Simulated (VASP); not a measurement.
# ZnS (F-43m) in VASP: further runs, part 2 of 2

VASP 6.6.1.

## 4. Dielectric tensor, PBE

INCAR

```
PREC     = Accurate       # precision mode
ENCUT    = 800            # plane-wave cutoff, eV
EDIFF    = 1E-8           # SCF threshold, eV
ISMEAR   = 0              # smearing method
SIGMA    = 0.01           # smearing width, eV
LREAL    = False          # projectors in reciprocal space
LASPH    = True           # aspherical terms in the spheres
NELM     = 100            # most SCF steps
ALGO     = Normal         # electronic algorithm
ISIF     = 2              # what is computed and relaxed
LWAVE    = False          # write WAVECAR
LCHARG   = False          # write CHGCAR
GGA      = PE             # functional
LEPSILON = True           # dielectric tensor by DFPT
```

KPOINTS

```
regular mesh
0
Gamma
  10 10 10
```

POSCAR

```
ZnS
1.0
    0.0000000000      2.7020000000      2.7020000000
    2.7020000000      0.0000000000      2.7020000000
    2.7020000000      2.7020000000      0.0000000000
Zn S
1 1
Direct
    0.7500000000      0.7500000000      0.7500000000
    0.0000000000      0.0000000000      0.0000000000
```

Potentials or basis: VASP PAW PBE potentials, release 64 (Zn, S).

Launch:

```sh
> cat potpaw_PBE.64/Zn/POTCAR potpaw_PBE.64/S/POTCAR > POTCAR
> mpirun -np 1 vasp_std > vasp.out
```

OUTCAR:

```text
PREC = Accurate
   ENCUT = 800
   EDIFF = 1E-8
   ISMEAR = 0
   LREAL = False
   LASPH = True
   NELM = 100
   ISIF = 2
   GGA = PE
   LEPSILON = True

 Found     47 irreducible k-points:

 Following reciprocal coordinates:
            Coordinates               Weight
  0.000000  0.000000  0.000000      1.000000
  0.100000  0.000000  0.000000      8.000000
  0.200000  0.000000  0.000000      8.000000
  0.300000  0.000000  0.000000      8.000000
  0.400000  0.000000  0.000000      8.000000
  0.500000  0.000000  0.000000      4.000000
   k-points           NKPTS =     47   k-points in BZ     NKDIM =     47   number of bands    NBANDS=     13
   number of dos      NEDOS =    301   number of ions     NIONS =      2
   total plane-waves  NPLWV =  46656
   dimension x,y,z NGX =    36 NGY =   36 NGZ =   36
   dimension x,y,z NGXF=    72 NGYF=   72 NGZF=   72
   ions per type =               1   1
   NGX,Y,Z   is equivalent  to a cutoff of  15.66, 15.66, 15.66 a.u.
   NGXF,Y,Z  is equivalent  to a cutoff of  31.32, 31.32, 31.32 a.u.
 SYSTEM =  unknown system
   PREC   = accura    normal or accurate (medium, high low for compatibility)
   ISTART =      0    job   : 0-new  1-cont  2-samecut
   ICHARG =      2    charge: 1-file 2-atom 10-const
   ISPIN  =      1    spin polarized calculation?
   LNONCOLLINEAR =      F non collinear calculations
   LSORBIT =      F    spin-orbit coupling
   LASPH  =      T    aspherical Exc in radial PAW
   ENCUT  =  800.0 eV  58.80 Ry    7.67 a.u.   8.81  8.81  8.81*2*pi/ulx,y,z
   NELM   =    100;   NELMIN=  2; NELMDL= -5     # of ELM steps
   EDIFF  = 0.1E-07   stopping-criterion for ELM
   LREAL  =      F    real-space projection
   EDIFFG = 0.1E-06   stopping-criterion for IOM
   NSW    =      0    number of steps for IOM
   IBRION =     -1    ionic relax: 0-MD 1-quasi-New 2-CG
   NFREE  =      0    steps in history (QN), initial steepest desc. (CG)
   ISIF   =      2    stress and relaxation
   ISYM   =      2    0-nonsym 1-usesym 2-fastsym
   POTIM  = 0.5000    time-step for ionic-motion
   TEBEG  =    0.0;   TEEND  =   0.0 temperature during run
   PSTRESS=    0.0 pullay stress
[... 170 lines left out ...]
           0.000000     0.000000     6.314901
 ------------------------------------------------------

 Free energy of the ion-electron system (eV)
  ---------------------------------------------------
  ---------------------------------------------------
  free energy    TOTEN  =        -0.58217402 eV

  energy without entropy =       -0.58217402

------------------------ aborting loop because EDIFF is reached ----------------------------------------

--------------------------------------- Ionic step        2  -------------------------------------------

------------------------ aborting loop because EDIFF is reached ----------------------------------------

--------------------------------------- Ionic step        3  -------------------------------------------

 Free energy of the ion-electron system (eV)
  ---------------------------------------------------
  ---------------------------------------------------
  free energy    TOTEN  =        -0.58217389 eV

  energy without entropy =       -0.58217389

------------------------ aborting loop because EDIFF is reached ----------------------------------------

 PIEZOELECTRIC TENSOR FIELD DIRECTION 3  (e Angst)
 -----------------------------------------------------------------------------
    -0.00096 -1.66021  0.00000           ( -0.00000  0.01766  0.00000)
    -1.66021 -0.00096  0.00000           (  0.01766 -0.00000  0.00000)
     0.00000  0.00000  0.00012           (  0.00000  0.00000 -0.00000)

 PIEZOELECTRIC TENSOR FIELD DIRECTION 3  (C/m^2)
 -----------------------------------------------------------------------------
    -0.00039 -0.67420  0.00000
    -0.67420 -0.00039  0.00000
     0.00000  0.00000  0.00005

 MACROSCOPIC STATIC DIELECTRIC TENSOR (including local field effects in DFT)
 ------------------------------------------------------
           5.928457    -0.000000     0.000000
           0.000000     5.928457     0.000000
          -0.000000    -0.000000     5.928457
 ------------------------------------------------------

 PIEZOELECTRIC TENSOR (including local field effects)  for field in x, y, z        (e  Angst)
          XX          YY          ZZ          XY          YZ          ZX
  --------------------------------------------------------------------------------
  x     0.00000    -0.00000    -0.00000     0.00000    -1.67099     0.00000
  y     0.00000     0.00000     0.00000     0.00000     0.00000    -1.67099
  z    -0.00000    -0.00000     0.00000    -1.67099     0.00000     0.00000

 PIEZOELECTRIC TENSOR (including local field effects)  for field in x, y, z        (C/m^2)
          XX          YY          ZZ          XY          YZ          ZX
  --------------------------------------------------------------------------------
  x     0.00000    -0.00000    -0.00000     0.00000    -0.67857     0.00000
  y     0.00000     0.00000     0.00000     0.00000     0.00000    -0.67857
  z    -0.00000    -0.00000     0.00000    -0.67857     0.00000     0.00000

 BORN EFFECTIVE CHARGES (including local field effects) (in |e|, cummulative output)
 ---------------------------------------------------------------------------------
 ion    1
    1     2.00784     0.00000     0.00000
    2     0.00000     2.00784     0.00000
    3     0.00000     0.00000     2.00784
 ion    2
    1    -2.00784     0.00000     0.00000
    2    -0.00000    -2.00784     0.00000
    3     0.00000    -0.00000    -2.00784
```

OSZICAR:

```text
N       E                     dE             d eps       ncg     rms          rms(c)
DAV:   1     0.984027181833E+02    0.98403E+02   -0.11289E+04  1222   0.221E+03
DAV:   2     0.712600216627E-01   -0.98331E+02   -0.93631E+02  1257   0.350E+02
DAV:   3    -0.717089410245E+01   -0.72422E+01   -0.71891E+01  1562   0.830E+01
[... 11 lines left out ...]
RMM:   7    -0.582065542274E+00   -0.10236E-02   -0.54496E-05  7778   0.480E-02    0.300E-03
RMM:   8    -0.582166519739E+00   -0.10098E-03   -0.26701E-06  8168   0.107E-02    0.186E-03
RMM:   9    -0.582163213848E+00    0.33059E-05   -0.48319E-07  7971   0.410E-03    0.575E-04
RMM:  10    -0.582173483830E+00   -0.10270E-04    0.62041E-07  8242   0.102E-03    0.231E-04
RMM:  11    -0.582176277449E+00   -0.27936E-05   -0.36078E-08  7427   0.412E-04    0.124E-04
RMM:  12    -0.582173803059E+00    0.24744E-05    0.16972E-08  7063   0.260E-04    0.136E-05
RMM:  13    -0.582173890983E+00   -0.87925E-07   -0.14072E-07  4713   0.101E-04    0.579E-06
```

Run time: 6.7 min. Hardware: 1 thread of Intel Xeon Platinum 8488C (Sapphire Rapids), shared host; peak memory 0.52 GiB.

These settings aren't checked as converged: the numbers below hold their error.

What came out:

```
Band gap on the k mesh                  : 2.12 eV, direct
Electronic dielectric tensor (diagonal) : 5.93
Born charges (mean of the diagonal)     : Zn +2.01; S -2.01 e
```

## 5. Dielectric tensor, PBE

Changes to INCAR since step 4:

```diff
@@ -1,3 +1,3 @@
 PREC     = Accurate       # precision mode
-ENCUT    = 800            # plane-wave cutoff, eV
+ENCUT    = 250            # plane-wave cutoff, eV
 EDIFF    = 1E-8           # SCF threshold, eV
```

KPOINTS

```
regular mesh
0
Gamma
  5 5 5
```

POSCAR is that of step 4.

Potentials or basis: VASP PAW PBE potentials, release 64 (Zn, S).

Launch:

```sh
> cat potpaw_PBE.64/Zn/POTCAR potpaw_PBE.64/S/POTCAR > POTCAR
> mpirun -np 1 vasp_std > vasp.out
```

OUTCAR:

```text
PREC = Accurate
   ENCUT = 250
   EDIFF = 1E-8
   ISMEAR = 0
   LREAL = False
   LASPH = True
   NELM = 100
   ISIF = 2
   GGA = PE
   LEPSILON = True

 Found     10 irreducible k-points:

 Following reciprocal coordinates:
            Coordinates               Weight
  0.000000  0.000000  0.000000      1.000000
  0.200000  0.000000  0.000000      8.000000
  0.400000  0.000000  0.000000      8.000000
  0.200000  0.200000  0.000000      6.000000
  0.400000  0.200000  0.000000     24.000000
 -0.400000  0.200000  0.000000     24.000000
   k-points           NKPTS =     10   k-points in BZ     NKDIM =     10   number of bands    NBANDS=     13
   number of dos      NEDOS =    301   number of ions     NIONS =      2
   total plane-waves  NPLWV =   8000
   dimension x,y,z NGX =    20 NGY =   20 NGZ =   20
   dimension x,y,z NGXF=    40 NGYF=   40 NGZF=   40
   ions per type =               1   1
   NGX,Y,Z   is equivalent  to a cutoff of   8.70,  8.70,  8.70 a.u.
   NGXF,Y,Z  is equivalent  to a cutoff of  17.40, 17.40, 17.40 a.u.
 SYSTEM =  unknown system
   PREC   = accura    normal or accurate (medium, high low for compatibility)
   ISTART =      0    job   : 0-new  1-cont  2-samecut
   ICHARG =      2    charge: 1-file 2-atom 10-const
   ISPIN  =      1    spin polarized calculation?
   LNONCOLLINEAR =      F non collinear calculations
   LSORBIT =      F    spin-orbit coupling
   LASPH  =      T    aspherical Exc in radial PAW
   ENCUT  =  250.0 eV  18.37 Ry    4.29 a.u.   4.93  4.93  4.93*2*pi/ulx,y,z
   NELM   =    100;   NELMIN=  2; NELMDL= -5     # of ELM steps
   EDIFF  = 0.1E-07   stopping-criterion for ELM
   LREAL  =      F    real-space projection
   EDIFFG = 0.1E-06   stopping-criterion for IOM
   NSW    =      0    number of steps for IOM
   IBRION =     -1    ionic relax: 0-MD 1-quasi-New 2-CG
   NFREE  =      0    steps in history (QN), initial steepest desc. (CG)
   ISIF   =      2    stress and relaxation
   ISYM   =      2    0-nonsym 1-usesym 2-fastsym
   POTIM  = 0.5000    time-step for ionic-motion
   TEBEG  =    0.0;   TEEND  =   0.0 temperature during run
   PSTRESS=    0.0 pullay stress
   NELECT =      18.0000    total number of electrons
   NUPDOWN=      -1.0000    fix difference up-down
   EMIN   =  10.00;   EMAX   =-10.00  energy-range for DOS
   EFERMI =   0.00;   METHOD = LEGACY
   ISMEAR =     0;   SIGMA  =   0.01  broadening in eV -4-tet -1-fermi 0-gaus
   EFERMI_NEDOS =   21; number of points for ismear=-14 and -15
   IALGO  =     38    algorithm
   IMIX   =      4    mixing-type and parameters
     AMIX     =   0.40;   BMIX     =  1.00
     AMIX_MAG =   1.60;   BMIX_MAG =  1.00
  volume/ion in A,a.u.               =      19.73       133.12
  Fermi-wavevector in a.u.,A,eV,Ry     =   1.260290  2.381602 21.610537  1.588330
  Thomas-Fermi vector in A             =   2.393807
   LORBIT       =      0    0 simple, 1 ext, 2 COOP (PROOUT), +10 PAW based schemes
   GGA     = PE    functional components
   LHFCALC =     F    Hartree Fock is set to
   AEXX    =    0.0000 exact exchange contribution
   IVDW    =     0    specifies the selected vdW correction
   LEPSILON=     T    determine dielectric tensor
   LRPA    =     F    only Hartree local field effects (RPA)
 non-spin polarized calculation
 Gauss-broadening in eV      SIGMA  =   0.01
  energy-cutoff  :      250.00
  volume of cell :       39.45
 maximum number of plane-waves:       359
[... 112 lines left out ...]
  Direction    XX          YY          ZZ          XY          YZ          ZX
  --------------------------------------------------------------------------------------
  -------------------------------------------------------------------------------------
  Total       -0.6536467     -0.6536467     -0.6536467     -0.0000000     -0.0000000     -0.0000000
  in kB      -26.5440779    -26.5440779    -26.5440779     -0.0000000     -0.0000000     -0.0000000
  external PRESSURE =     -26.5440779 kB  Pullay stress =       0.0000000 kB

 VOLUME and BASIS-vectors are now :
 -----------------------------------------------------------------------------
  energy-cutoff  :      250.00
  volume of cell :       39.45
      direct lattice vectors                 reciprocal lattice vectors
     0.000000000  2.702000000  2.702000000    -0.185048113  0.185048113  0.185048113
     2.702000000  0.000000000  2.702000000     0.185048113 -0.185048113  0.185048113
     2.702000000  2.702000000  0.000000000     0.185048113  0.185048113 -0.185048113

 POSITION                                       TOTAL-FORCE (eV/Angst)
 -----------------------------------------------------------------------------------
      4.05300      4.05300      4.05300        -0.000000     -0.000000     -0.000000
      0.00000      0.00000      0.00000         0.000000      0.000000      0.000000
 -----------------------------------------------------------------------------------
    total drift:                               -0.000015     -0.000015     -0.000012

  FREE ENERGIE OF THE ION-ELECTRON SYSTEM (eV)
  ---------------------------------------------------
  free  energy   TOTEN  =        -6.8067644946 eV

  energy  without entropy=       -6.8067644946  energy(sigma->0) =       -6.80676449

 HEAD OF MICROSCOPIC STATIC DIELECTRIC TENSOR (INDEPENDENT PARTICLE, excluding Hartree and local field effects)
 ------------------------------------------------------
           7.134927    -0.000000    -0.000000
          -0.000000     7.134927     0.000000
          -0.000000     0.000000     7.134927
 ------------------------------------------------------

 Free energy of the ion-electron system (eV)
  ---------------------------------------------------
  ---------------------------------------------------
  free energy    TOTEN  =        -0.67800890 eV

  energy without entropy =       -0.67800890

------------------------ aborting loop because EDIFF is reached ----------------------------------------

--------------------------------------- Ionic step        2  -------------------------------------------

------------------------ aborting loop because EDIFF is reached ----------------------------------------

--------------------------------------- Ionic step        3  -------------------------------------------

 Free energy of the ion-electron system (eV)
  ---------------------------------------------------
  ---------------------------------------------------
  free energy    TOTEN  =        -0.67800909 eV

  energy without entropy =       -0.67800909

------------------------ aborting loop because EDIFF is reached ----------------------------------------

 PIEZOELECTRIC TENSOR FIELD DIRECTION 3  (e Angst)
 -----------------------------------------------------------------------------
     0.00014 -1.73385  0.00000           (  0.00000  0.03953  0.00000)
    -1.73385  0.00014  0.00000           (  0.03953  0.00000  0.00000)
     0.00000  0.00000 -0.00222           (  0.00000  0.00000 -0.00000)

 PIEZOELECTRIC TENSOR FIELD DIRECTION 3  (C/m^2)
 -----------------------------------------------------------------------------
     0.00006 -0.70410  0.00000
    -0.70410  0.00006  0.00000
     0.00000  0.00000 -0.00090

 MACROSCOPIC STATIC DIELECTRIC TENSOR (including local field effects in DFT)
 ------------------------------------------------------
           6.776536     0.000000     0.000000
           0.000000     6.776536     0.000000
          -0.000000     0.000000     6.776536
 ------------------------------------------------------

 PIEZOELECTRIC TENSOR (including local field effects)  for field in x, y, z        (e  Angst)
          XX          YY          ZZ          XY          YZ          ZX
  --------------------------------------------------------------------------------
  x     0.00000     0.00000     0.00000     0.00000    -1.77258    -0.00000
  y     0.00000     0.00000    -0.00000     0.00000     0.00000    -1.77258
  z     0.00000     0.00000     0.00000    -1.77258     0.00000     0.00000

 PIEZOELECTRIC TENSOR (including local field effects)  for field in x, y, z        (C/m^2)
          XX          YY          ZZ          XY          YZ          ZX
  --------------------------------------------------------------------------------
  x     0.00000     0.00000     0.00000     0.00000    -0.71983    -0.00000
  y     0.00000     0.00000    -0.00000     0.00000     0.00000    -0.71983
  z     0.00000     0.00000     0.00000    -0.71983     0.00000     0.00000

 BORN EFFECTIVE CHARGES (including local field effects) (in |e|, cummulative output)
 ---------------------------------------------------------------------------------
 ion    1
    1     2.14088     0.00000     0.00000
    2     0.00000     2.14088    -0.00000
    3     0.00000    -0.00000     2.14088
 ion    2
    1    -2.14088     0.00000    -0.00000
    2     0.00000    -2.14088     0.00000
    3    -0.00000     0.00000    -2.14088
```

It took 27 s on 1 thread of Intel Xeon Platinum 8488C (Sapphire Rapids), shared host; peak memory 0.13 GiB.

The run converged, but a check on its numbers failed (symmetry, net force, bounds or a known fault of this set-up), so they aren't taken as properties of the crystal.

Caveat: the cutoff lies under the usual one of these potentials, so the numbers hold a large basis-set error.

## 6. Comparison with measurements

Step 2. Measured gap of ZnS: 3.85 eV (direct; 19 K; quoted in “Electronic, vibrational, and thermodynamic properties of ZnS (zincblende and rocksalt structure)”, 2009, arxiv:0911.5022). This calculation gives 2.10 eV (-1.75 eV). The value is that of AM05, without temperature or zero-point motion. Semilocal functionals fall short of measured gaps as a rule.
